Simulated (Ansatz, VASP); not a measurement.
**Ge in VASP and in Ansatz**

```
CELL_PARAMETERS angstrom
5.67826 0.00000 0.00000
0.00000 5.67826 0.00000
0.00000 0.00000 5.67826
ATOMIC_POSITIONS crystal
Ge 0.00000 0.00000 0.00000
Ge 0.00000 0.50000 0.50000
Ge 0.50000 0.00000 0.50000
Ge 0.50000 0.50000 0.00000
Ge 0.25000 0.25000 0.25000
Ge 0.25000 0.75000 0.75000
Ge 0.75000 0.25000 0.75000
Ge 0.75000 0.75000 0.25000
```

Alike in both runs: functional PBEsol; k mesh 4 × 4 × 4; occupations gaussian, width 0.05 eV; no spin polarisation.

Ansatz relaxed the structure, and its values are those at the end. VASP's run is a single point on that final structure, the one shown.

```csv
,VASP,Ansatz
version,VASP 6.6.1,Ansatz 0.2.0
potentials or method,"VASP PAW PBE potentials, release 64 (Ge_d)","scalar-relativistic, plane waves, PAW"
plane-wave cutoff (eV),520,420
valence electrons in the cell,112,112
```

Ansatz gave:

```
gap on the k mesh at the Fermi level (eV) : none
pressure (GPa)                            : 0.0
```

Problem. What did VASP give for the same quantities?

Solution. gap on the k mesh at the Fermi level (eV): none; pressure (GPa): -0.1.

A gap of «none» marks a metal or a gap that the smearing closes. With one functional, cell and mesh, what is left measures potentials, basis and numerics.

Caveats: the PAW data sets were made with another functional, which shifts forces and pressure a little (VASP).
